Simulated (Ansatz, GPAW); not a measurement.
**Photoemission of Si(111) with SiCl3 on 25 % of the top atoms and H on the rest**

Aim: core-level components, unfolded bands and work function of Si(111) with SiCl3 on 25 % of the top atoms and H on the rest.

Method: DFT, PBE, plane-wave PAW, default files, scalar-relativistic, in the first sound run; inputs show where later runs differ, in Ansatz 0.2.0 and GPAW 26.7.0.

### Step 1. Starting point

The cell holds 35 atoms: 3 Cl, 25 Si and 7 H. Its edges and angles: a = 7.679 Å, b = 7.679 Å, c = 25.368 Å, α = 90.0°, β = 90.0°, γ = 60.0°. It derives from Si. How the cell was made: terminated face; group: SiCl3; share of top atoms: 0.25; rest: H; oxygen in back bonds: 0; lower face: H. Regions: ad, 7 atoms (1 Si, 3 Cl and 3 H); L1, 4 atoms (4 Si); L2, 4 atoms (4 Si); L3, 4 atoms (4 Si); mid, 4 atoms (4 Si); rest, 12 atoms (8 Si and 4 H). Vacuum lies along c.

### Step 2. Layer-resolved bands, DOS and potential

The main run: bands along the zone's path, each state's share in the top and middle regions, the DOS and the planar potential. The cell holds 4 small cells, so the bands are unfolded.

input.yaml

```yaml
crystal:
  lattice:
    - [7.6791796437, 0.0, 0.0]
    - [3.8395898218, 6.6503646517, 0.0]
    - [0.0, 0.0, 25.3684769138]
  atoms:
    - { symbol: Cl, position: [0.1407376769, 0.1460796644, 0.7391854962] }
    - { symbol: Cl, position: [0.7131826588, 0.1407376769, 0.7391854962] }
    - { symbol: Cl, position: [0.1460796644, 0.7131826588, 0.7391854962] }
    - { symbol: Si, position: [0.0, 0.0, 0.7082200552] }
    - { symbol: H, position: [0.503382449, -0.007792596, 0.6710590079] }
    - { symbol: H, position: [-0.007792596, 0.504410147, 0.6710590079] }
    - { symbol: H, position: [0.504410147, 0.503382449, 0.6710590079] }
    - { symbol: Si, position: [0.0, 0.0, 0.6143252904] }
    - { symbol: Si, position: [0.5003132717, -0.0009796841, 0.6121289636] }
    - { symbol: Si, position: [-0.0009796841, 0.5006664124, 0.6121289636] }
    - { symbol: Si, position: [0.5006664124, 0.5003132717, 0.6121289636] }
    - { symbol: Si, position: [0.8336504757, 0.332969223, 0.5820013988] }
    - { symbol: Si, position: [0.3333333333, 0.3333333333, 0.5825024781] }
    - { symbol: Si, position: [0.8333803014, 0.8336504757, 0.5820013988] }
    - { symbol: Si, position: [0.332969223, 0.8333803014, 0.5820013988] }
    - { symbol: Si, position: [0.8341698593, 0.3318505543, 0.4888682927] }
    - { symbol: Si, position: [0.3333333333, 0.3333333333, 0.4892800841] }
    - { symbol: Si, position: [0.8339795864, 0.8341698593, 0.4888682927] }
    - { symbol: Si, position: [0.3318505543, 0.8339795864, 0.4888682927] }
    - { symbol: Si, position: [0.1670013807, 0.1668389943, 0.4573306973] }
    - { symbol: Si, position: [0.666159625, 0.1670013807, 0.4573306973] }
    - { symbol: Si, position: [0.1668389943, 0.666159625, 0.4573306973] }
    - { symbol: Si, position: [0.6666666667, 0.6666666667, 0.4578686391] }
    - { symbol: Si, position: [0.1666666667, 0.1666666667, 0.364379502] }
    - { symbol: Si, position: [0.6666666667, 0.1666666667, 0.364379502] }
    - { symbol: Si, position: [0.1666666667, 0.6666666667, 0.364379502] }
    - { symbol: Si, position: [0.6666666667, 0.6666666667, 0.364379502] }
    - { symbol: Si, position: [0.0, 0.0, 0.333484743] }
    - { symbol: Si, position: [0.5, 0.0, 0.333484743] }
    - { symbol: Si, position: [0.0, 0.5, 0.333484743] }
    - { symbol: Si, position: [0.5, 0.5, 0.333484743] }
    - { symbol: H, position: [0.0, 0.0, 0.275933002] }
    - { symbol: H, position: [0.5, 0.0, 0.275933002] }
    - { symbol: H, position: [0.0, 0.5, 0.275933002] }
    - { symbol: H, position: [0.5, 0.5, 0.275933002] }
kpoints:
  mp_grid: { grid: [3, 3, 1] }
scf:
  occupations: { method: fermi_dirac, width: 0.02 }
  n_extra_bands: 39
hamiltonian:
  xc: pbe
  pseudopotentials: { kind: paw }
output:
  forces: true
  write_potential: true
  volumetric_format: []
  dos:
    projected:
      site_lists:
        adsorbate: [3, 0, 1, 2, 4, 5, 6]
        layer_1: [7, 8, 9, 10]
        layer_2: [11, 12, 13, 14]
        layer_3: [15, 16, 17, 18]
        middle: [19, 20, 21, 22]
        other_layers: [23, 24, 25, 26, 27, 28, 29, 30, 31, 32, 33, 34]
    de: 0.05
    e_range: [-30, 12]
    method: { smearing: { sigma: 0.12, scheme: gaussian } }
  eigenstates:
    kpoints:
      - [0.33333333, -0.33333333, 0.0]
      - [0.25, -0.375, 0.0]
      - [0.16666667, -0.41666667, 0.0]
      - [0.08333333, -0.45833333, 0.0]
      - [0.0, 0.5, 0.0]
      - [-0.08333333, 0.45833333, 0.0]
      # [... 29 more points ...]
      - [0.25, 0.5, 0.0]
      - [0.29166667, -0.41666667, 0.0]
    e_range: [-8.0, 6.0]
    unfold:
      supercell_matrix: [[2, 0, 0], [0, 2, 0], [0, 0, 1]]
      layers:
        axis: 3
        edges: [0.118257, 0.361459, 0.411063, 0.604055, 0.64269, 0.896859]
efield:
  axis: 3
  dipole_correction: true
```

The run is started by

```bash
ansatz run input.yaml --threads 8 --pin off --max-ram 24576MiB --backend cpu --events-out ev --progress --plain --runs-dir out
```

Numbers of over 12 decimals in the logs are rounded to 6 here.

Log:

```text
scf.n_extra_bands = 39 over 64 filled bands (N_el = 128.0): the run solves 103 bands
Engine: ansatz 0.2.0, aarch64-unknown-linux-gnu
Pseudopotentials: kind: paw
Pseudopotential: Cl, paw, valence charge 7, recommended cutoff 420 eV (normal), Cl.paw.azcp
Pseudopotential: Si, paw, valence charge 4, recommended cutoff 420 eV (normal), Si.paw.azcp
Pseudopotential: H, paw, valence charge 1, recommended cutoff 420 eV (normal), H.paw.azcp
Functional definition: PBE
  parameter kappa = 0.804
  parameter beta = 0.066725
  exchange = pbe_x(kappa = kappa, mu = beta*pi^2/3)
  correlation = pbe_c(beta = beta)
Crystal: 35 atoms, lattice volume = 1295.551 Å³
Basis set: ecut = 420 eV, 25279 PW (Γ), exchange–correlation on 108×108×360 points (8 copies of the dense FFT grid, shifted against one another)
Bands: 103, of which v1, the nominal top of the filled ones, is band 64 counted from 1 (63 counted from 0)
Symmetry: 3 space group operations
Space group: P3 (ITA 143), of the structure as read, at distance tolerance 1.1e-4 Å
k-points: 3 of 9 (time reversal used)
Non-local potential: Cl, projectors of the file, l = 0: 2, l = 1: 2, l = 2: 2
Non-local potential: Si, projectors of the file, l = 0: 2, l = 1: 2, l = 2: 2
Non-local potential: H, projectors of the file, l = 0: 2, l = 1: 1
PAW form: soft (Blöchl's): semilocal exchange-correlation on the pseudo side does not see the compensation charge
PAW one-centre angular grid: Cl, 110 points (default); XC on 64 Gauss nodes
PAW one-centre angular grid: Si, 110 points (default); XC on 64 Gauss nodes
PAW one-centre angular grid: H, 110 points (default); XC on 64 Gauss nodes
Initial density: superposition of atomic densities (neutral atoms: chi_scale 0, normalization atom), corrected by the library's trained network
Initial wavefunctions: pseudopotential atomic-orbital guess
Functional: x = pbe(κ = 0.804, μ = 0.219515), c = pbe(β = 0.066725)
SCF iter   1: F=—  HF=-19248.557144 eV  |F-HF|=—  |Δ(HF+E_count)|=         —  Δρ=1.86e-3  dr2=4.53e-1  ethr=1.77e-3  p=-0.239 e·Å  D=-3.34e-2 V/Å  ΔV_dip=0.85 eV  dr2_dipole=7.65e-3  V_vac-E_F(+/−)=4.56/3.71 eV  ⟨swp⟩=8.7  Hψ=1749  notcnv=0  defer=37
efield: sawtooth ramp at fractional position 0.9576 (placed from the atoms, in the widest stretch of the axis that holds none; the zero of the levels goes with the place), width 0.1000; the density the first Hamiltonian is built on has a dipole p = -0.239 e·Å; the dipole correction subtracts the counter field D = -3.34e-2 V/Å, which shifts the + side's vacuum level by +0.85 eV against the − side's; the planar-averaged density in the ramp window peaks in size at 1.5e-5 e/Å³
preconditioner: auto → Resta (q_TF=auto, 1.855 Å⁻¹)  ε∞=2.8  [insulator: Δε(μ)=1.151 eV  Ē_g=8.434 eV  σ=0.020 eV  W_gap=1.00  n_scr=134 (ndim 8)  ℏωp=11.4 eV  f_vac=0.466  D(μ)=0.00/eV (n_scr^D=0)  ε∞_Penn≈2.8  vacuum switching on, ρ_ref=5.2e-3 e/Å³]
SCF iter   2: F=—  HF=-19248.494904 eV  |F-HF|=—  |Δ(HF+E_count)|=   6.22e-2  Δρ=8.17e-4  dr2=3.84e-2  ethr=3.54e-4  p=-0.180 e·Å  D=-2.51e-2 V/Å  ΔV_dip=0.64 eV  dr2_dipole=4.18e-3  V_vac-E_F(+/−)=4.81/4.17 eV  ⟨swp⟩=3.0  Hψ=400  notcnv=0  defer=97
SCF iter   3: F=—  HF=-19248.490816 eV  |F-HF|=—  |Δ(HF+E_count)|=   4.09e-3  Δρ=3.63e-4  dr2=3.14e-3  ethr=3.00e-5  p=-0.213 e·Å  D=-2.97e-2 V/Å  ΔV_dip=0.75 eV  dr2_dipole=5.33e-4  V_vac-E_F(+/−)=4.82/4.07 eV  ⟨swp⟩=3.0  Hψ=336  notcnv=0  defer=97
SCF iter   4: F=—  HF=-19248.491738 eV  |F-HF|=—  |Δ(HF+E_count)|=   9.22e-4  Δρ=1.89e-4  dr2=1.70e-3  ethr=2.45e-6  p=-0.195 e·Å  D=-2.73e-2 V/Å  ΔV_dip=0.69 eV  dr2_dipole=4.93e-4  V_vac-E_F(+/−)=4.81/4.12 eV  ⟨swp⟩=2.3  Hψ=397  notcnv=0  defer=97
SCF iter   5: F=—  HF=-19248.492062 eV  |F-HF|=—  |Δ(HF+E_count)|=   3.24e-4  Δρ=4.69e-5  dr2=3.81e-5  ethr=1.33e-6  p=-0.203 e·Å  D=-2.83e-2 V/Å  ΔV_dip=0.72 eV  dr2_dipole=1.63e-6  V_vac-E_F(+/−)=4.84/4.12 eV  ⟨swp⟩=2.3  Hψ=340  notcnv=0  defer=97
SCF iter   6: F=—  HF=-19248.492068 eV  |F-HF|=—  |Δ(HF+E_count)|=   5.31e-6  Δρ=1.96e-5  dr2=6.12e-6  ethr=2.98e-8  p=-0.202 e·Å  D=-2.82e-2 V/Å  ΔV_dip=0.72 eV  dr2_dipole=1.03e-8  V_vac-E_F(+/−)=4.84/4.13 eV  ⟨swp⟩=2.0  Hψ=457  notcnv=0  defer=97
SCF iter   7: F=—  HF=-19248.492073 eV  |F-HF|=—  |Δ(HF+E_count)|=   5.48e-6  Δρ=4.97e-6  dr2=5.61e-7  ethr=4.78e-9  p=-0.202 e·Å  D=-2.82e-2 V/Å  ΔV_dip=0.71 eV  dr2_dipole=2.79e-10  V_vac-E_F(+/−)=4.84/4.13 eV  ⟨swp⟩=2.0  Hψ=392  notcnv=0  defer=97
SCF iter   8: F=-19248.492073 eV  HF=-19248.492073 eV  |F-HF|=2.08e-8  |Δ(HF+E_count)|=   1.28e-7  Δρ=1.83e-6  dr2=4.51e-8  ethr=7.81e-11  p=-0.202 e·Å  D=-2.81e-2 V/Å  ΔV_dip=0.71 eV  dr2_dipole=2.03e-11  V_vac-E_F(+/−)=4.84/4.13 eV  ⟨swp⟩=22.0  Hψ=3244  notcnv=0
SCF 1 converged in 8 iterations: F = -19248.492073 eV  dr2 = 4.51e-8
  greatest PAW one-centre occupation: 0.911 electrons in one spin orbital (limit 2), on the Cl atom at site 1 (counted from 0), in its partial waves of l = 0
NSCF: frozen V_eff on 37 k-points
efield: sawtooth ramp at fractional position 0.9576 (kept from the solve that this one continues, or follows in the run), width 0.1000; the density the first Hamiltonian is built on has a dipole p = -0.202 e·Å; the dipole correction subtracts the counter field D = -2.81e-2 V/Å, which shifts the + side's vacuum level by +0.71 eV against the − side's; the planar-averaged density in the ramp window peaks in size at 1.2e-6 e/Å³
WARN: The output density's exchange-correlation potential varies sharply where the density is thin. Do not read a vacuum level from v_tot or v_xc, or from such a field of the output density. On a cell that repeats whose density bears no net charge and no dipole along the vacuum's axis use v_es (v_loc + v_h of the components); under efield.dipole_correction with no amplitude use v_es + v_field, which holds any externa [...]
SCF converged after 8 iterations
Free energy (F): -19248.492073 eV
Harris-Foulkes:  -19248.492073 eV  (|F-HF|=2.08e-8)
Internal energy: -19248.492073 eV  (E = F + TS)
E sigma→0 (E₀):  -19248.492073 eV
Fermi energy:    0.423409 eV
Dipole field:    D = -0.028144 V/Å  (p = -0.201503 e·Å, saw-weighted, corrected)
Work function:   Φ+ = 4.8408 eV   Φ− = 4.1268 eV
Levels:          The Fermi level and band energies are counted from a zero that moves with the ramp; work functions are not
--- Per-component energies (eV) ---
  E_band       = -702.325388
  E_kinetic    = 1587.610369
  E_local      = -32123.823142  (includes V_loc(G=0)·N_el)
  E_nonlocal   = 745.352317
  E_hartree    = 15378.427074
  E_xc         = -1761.212146
  E_vxc        = -1611.700530  (∫ρ·V_xc dr)
  E_paw        = -14802.189343  (= ΣΔE_a)
  E_vpaw       = -57.987299  (= ΣTr[D̂ρ^β])
  E_aug_tail   = -0.008309  (compensation charges beyond the density's cutoff)
  E_efield     = 0.002836  (sawtooth field / dipole correction)
  E_vefield    = 1.384203  (∫n·V_field dr)
  E_ewald      = 11727.348270
  E_smearing   = -0.000000  (= −TS)
  E_closure    = 0.000000  (closes the sum)
  Σ components = -19248.492073   (vs F -19248.492073, Δ=0.00e0)
--- Forces (eV/Å), atoms counted from 1 ---
  atom   1  Cl     0.00209584    -0.00149354    -0.00006632
  atom   2  Cl     0.00024553     0.00256182    -0.00006632
  atom   3  Cl    -0.00234137    -0.00106828    -0.00006632
  atom   4  Si     0.00000000     0.00000000     0.00002312
  atom   5  H      0.00028049     0.00089806     0.00106389
  atom   6  H      0.00063749    -0.00069194     0.00106389
  atom   7  H     -0.00091798    -0.00020612     0.00106389
  atom   8  Si    -0.00000000    -0.00000000    -0.00199556
  atom   9  Si     0.00029744    -0.00111254    -0.00141311
  atom  10  Si    -0.00111220     0.00029868    -0.00141311
  atom  11  Si     0.00081477     0.00081386    -0.00141311
  atom  12  Si     0.00059406    -0.00509472     0.00008463
  atom  13  Si     0.00000000     0.00000000    -0.00399104
  atom  14  Si     0.00411512     0.00306183     0.00008463
  atom  15  Si    -0.00470919     0.00203289     0.00008463
  atom  16  Si    -0.00013893     0.00228323     0.00082114
  atom  17  Si    -0.00000000    -0.00000000     0.00069072
  atom  18  Si    -0.00190787    -0.00126194     0.00082114
  atom  19  Si     0.00204681    -0.00102130     0.00082114
  atom  20  Si     0.00093644     0.00134374     0.00017465
  atom  21  Si    -0.00163194     0.00013911     0.00017465
  atom  22  Si     0.00069549    -0.00148286     0.00017465
  atom  23  Si     0.00000000     0.00000000    -0.00336538
  atom  24  Si     0.00887424     0.00398332    -0.09475673
  atom  25  Si    -0.00788678     0.00569365    -0.09475673
  atom  26  Si    -0.00098746    -0.00967697    -0.09475673
  atom  27  Si    -0.00000000    -0.00000000    -0.00234306
  atom  28  Si     0.00000000     0.00000000     0.85626863
  atom  29  Si    -0.00042855     0.01005218     0.84884156
  atom  30  Si     0.00891972    -0.00465495     0.84884156
  atom  31  Si    -0.00849116    -0.00539723     0.84884156
  atom  32  H     -0.00000000     0.00000000    -0.77616763
  atom  33  H      0.00032573    -0.00543750    -0.77775587
  atom  34  H     -0.00487188     0.00243666    -0.77775587
  atom  35  H      0.00454615     0.00300084    -0.77775587
  max |Σ_I F_I| component: 1.01e-4 eV/Å
--- Band table (eV) ---
  k-point 0: bands = [... 60 lower, -0.5855, -0.5855, -0.1409, -0.1409, 0.9959, 0.9959, 0.9959, 1.5087, ... 35 higher]
  k-point 1: bands = [... 60 lower, -1.2871, -1.1794, -1.0823, -0.5397, 1.1355, 1.7576, 1.8075, 1.8149, ... 35 higher]
  k-point 2: bands = [... 60 lower, -2.0475, -1.2933, -1.2655, -1.2299, 2.2094, 2.2502, 2.2520, 2.4356, ... 35 higher]
```

Elapsed: 3.1 min, on 8 threads of Arm Neoverse V1, shared host; peak memory 7.6 GiB; 25 min of CPU time.

This step gave:

| Item | Value |
| --- | --- |
| free energy | -19248.4921 eV |
| Fermi energy | 0.4234 eV |
| symmetry operations | 3 |
| gap on the k-mesh | 1.137 eV |
| zero of energy | valence-band maximum |
| share of occupied states in no projected shell | 0.0112 of the occupied states in the window |
| ionisation potential, upper face | 5.405 eV |
| upper vacuum level less the lowest empty level (Kohn–Sham affinity) | 4.268 eV |
| ionisation potential, lower face | 4.691 eV |

A(k,E), total over k along the path and E. Zero: valence-band maximum.

Ten even steps from '_' (0.08 eV⁻¹) to '@' (6.53 eV⁻¹), each cell a mean:
```
------++==++==++++**----------++##==--::::::........::====--
::::--==**####**====**==----++##**==------------::..--==--::
......::--++**********@@@@@@%%**==----::::--------====--....
....::::....::--++++**********==--::::::..::::::::--++::....
====------------====++++====++==--::::--::......::--::::====
....::....__________..::----....::::::::========----::::::..
__________________________________..::::::::------..________
________________________________________........____________
______________________......________________________________
__________________..--++**++--::..__________________________
______________..--==++********==--::::....__________________
______....::::--==++++==::--++++++====----::::::::..________
..::::....::====----::______..------------======------::::..
====----++**==------..______..::----::------------------====
----====++==--==--::::::::::::::--==----------====++++==----
==++++++--====--::::::::::::::::::--==--::::::::----==++++==
++====----::::::..................::::::--------------====++
....____..::..______________________..::..______________....
____....::....::..................::....::..________________
....::::::::..........................::::::..__............
--::::::..................................::::--------------
............__________________________......................
```
Columns: k along the path (Å⁻¹) from 0 to 2.58; rows upwards: E (eV) from -7.14 to 5.04.

A(k,E), top over k along the path and E. Zero: valence-band maximum.

Ten even steps from '_' (0.02 eV⁻¹) to '@' (1.10 eV⁻¹), each cell a mean:
```
====------======++##############**==----::::::::::::----====
==========----------------------==--------------::::----====
::::::--------------------------::::::::----------==------::
....::::::....::::::----------::::::::::::------------::....
--::::::::::::::::::::::....::........................::----
..........______________....______..........................
____________________________________________......__________
____________________________________________________________
____________________________________________________________
____________________________________________________________
____________________............____________________________
________..................................__________________
..............::............................................
**++++++++++++====--------------====++++==============++++**
########********####%%@@@@@@@@%%##****##%%@@@@@@%%%%%%%%####
%%%%%%%%##%%%%%%%%######**######%%%%%%##****######%%%%%%%%%%
====++++++====++++++++++++++++++++++==++++++++++++++++++====
..........::::::..................::::::....................
==============++++====------======++========================
==========++====------------------==========================
__......................................................____
______________________......________________________________
```
Columns: k along the path (Å⁻¹) from 0 to 2.58; rows upwards: E (eV) from -7.14 to 5.04.

A(k,E), middle over k along the path and E. Zero: valence-band maximum.

Values in eV⁻¹, 12 rows by 16 columns, each cell a mean:
```
0.68 1.14 1.76 1.76 1.25 1.18 0.51 0.70 1.69 0.96 0.79 0.69 0.57 0.38 0.97 0.77
0.28 0.53 0.98 1.49 1.82 2.00 2.43 2.37 1.55 1.03 0.72 0.71 0.77 1.11 0.96 0.29
1.17 1.00 0.90 0.94 1.14 1.56 1.52 1.57 1.25 0.89 0.98 0.78 0.66 1.02 0.99 1.16
0.13 0.14 0.11 0.10 0.11 0.16 0.52 0.32 0.26 0.63 0.82 1.07 1.22 0.81 0.33 0.14
0.04 0.04 0.05 0.06 0.08 0.20 0.58 0.40 0.15 0.10 0.14 0.21 0.21 0.08 0.05 0.04
0.04 0.05 0.09 0.24 0.67 1.46 2.15 1.92 1.05 0.63 0.40 0.19 0.15 0.09 0.05 0.04
0.30 0.49 0.56 1.05 1.46 1.52 0.73 1.10 1.60 1.33 1.18 1.17 1.13 0.90 0.49 0.29
1.12 1.06 1.42 1.20 1.03 0.43 0.19 0.22 0.73 0.84 0.95 1.12 1.14 1.20 1.12 1.14
0.96 1.12 0.90 0.83 0.58 0.28 0.25 0.25 0.36 0.75 0.54 0.45 0.54 0.76 1.11 0.96
0.64 0.39 0.49 0.54 0.18 0.14 0.14 0.14 0.14 0.36 0.58 0.26 0.18 0.18 0.32 0.64
0.19 0.52 0.57 0.31 0.24 0.21 0.20 0.20 0.22 0.27 0.47 0.53 0.16 0.15 0.16 0.16
0.95 0.58 0.46 0.35 0.31 0.32 0.32 0.32 0.31 0.32 0.41 0.66 0.94 0.95 0.93 0.99
```
Columns: k along the path (Å⁻¹) from 0 to 2.58; rows upwards: E (eV) from -7.14 to 5.04.

(Continued in part 2 of 3.)

[Logs are printed without paths, hosts, clocks, repeated set-up lines and the standing remarks that a program may print on its own settings, such as how far it seeks lower states.]

[Hosts, paths, dates, database ids (printed as entryN), source tags and the programs' standing remarks are cut or masked in the printed files.]

[Maps of the electrostatic potential energy from Ansatz leave out the sawtooth potential of an applied field or a dipole correction, so their vacuum need not be flat; work functions include it.]
